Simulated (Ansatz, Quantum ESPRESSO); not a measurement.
# 2H-WS2, 1 layer, rectangular cell: the energy at a withheld member of a series

How the rows were computed: Quantum ESPRESSO 7.5, PBE, GBRV ultrasoft. Cell and atoms are first relaxed; each strained cell is then held, the other axis too, and the atoms relax in it. A periodic run with 15 Å of vacuum in the starting cell gives the vacuum levels, and bands follow along a path. The series steps strain along the first axis. Energies count from the lowest.

| strain along the first axis | energy (eV) |
| --- | --- |
| -4 % | 0.1477 |
| -3 % | 0.0818 |
| -2 % | 0.0361 |
| -1 % | 0.0095 |
| 0 % | 0.0000 |
| 1 % | 0.0065 |
| 2 % | 0.0278 |
| 4 % | 0.1104 |

**Question.** What is the energy at 3 %?

By hand: The rows at 2 % and 4 % give a slope of (0.1104 − (0.0278))/(4 − (2)) = 0.0413, so a straight line gives 0.0691 eV. A parabola through these and the row at 1 % gives 0.0624 eV.

**Check.** 0.0628 eV. The line misses by +0.0063 and the parabola by −0.0004 eV. The parabola does better.

**Limits.** Semilocal gaps are too small; the 1×1 cell can't ripple over many cells under compression as a free sheet would. No spin-orbit coupling.
